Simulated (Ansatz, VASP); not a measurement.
# One calculation of NaCl, two programs

Contents of INCAR:

```
PREC = Accurate
ENCUT = 520
EDIFF = 1E-8
ISMEAR = -1
SIGMA = 0.02
LREAL = F
LASPH = T
NELM = 80
ALGO = Normal
ISIF = 2
LWAVE = F
LCHARG = F
GGA = PS
LEFG = T
NBANDS = 14
```

KPOINTS

```
regular mesh
0
Gamma
  8 8 8
```

File POSCAR:

```
NaCl
1.0
    2.8600000000      0.0000000000      0.0000000000
    0.0000000000      2.8600000000      0.0000000000
    0.0000000000      0.0000000000      2.8314000000
Na Cl
1 1
Direct
    0.0000000000      0.0000000000      0.0000000000
    0.5000000000      0.5000000000      0.5000000000
```

Input for Ansatz:

```yaml
crystal:
  lattice:
    - [2.86, 0.0, 0.0]
    - [0.0, 2.86, 0.0]
    - [0.0, 0.0, 2.8314]
  atoms:
    - { symbol: Na, position: [0.0, 0.0, 0.0] }
    - { symbol: Cl, position: [0.5, 0.5, 0.5] }
kpoints:
  mp_grid: { grid: [8, 8, 8] }
scf:
  occupations: { method: fermi_dirac, width: 0.02 }
hamiltonian:
  xc: pbesol
  pseudopotentials: { kind: all_electron, datasets: crystal }
output:
  forces: true
  stress: true
  eigenvalues: true
  efg: { contact_densities: true }
```

Change from the starting cell: zz strain of -1 %, crystal datasets.

Alike in both runs: task electric field gradients; functional PBEsol; k mesh 8 × 8 × 8; occupations fermi-dirac, width 0.02 eV; no spin polarisation.

|  | VASP | Ansatz |
| --- | --- | --- |
| version | VASP 6.6.1 | Ansatz 0.2.0 |
| potentials or method | VASP PAW PBE potentials, release 64 (Na_pv, Cl) | all-electron PAW with datasets made for the crystal, scalar-relativistic |
| plane-wave cutoff (eV) | 520 | see its input |

```csv
,VASP,Ansatz,Ansatz less VASP
gap on the k mesh at the Fermi level (eV),4.07,4.02,-0.052
pressure (GPa),62.6,61.9,-0.65
largest component of the traceless stress (GPa),1.77,1.78,+0.009
Vzz of the field gradient on the site that differs most (V/Å²),-5.7,-5.8,-0.13
```

Ansatz ran all-electron here, so the differences hold the error of VASP's frozen core and of both bases.

Caveats: the cell as given lies far from equilibrium; so large a pressure means that the cell lies far from this level's equilibrium, or that cutoff or potentials fall short (VASP); the potentials were made for another functional, which shifts forces and pressure (VASP). A k mesh can miss the band edges.
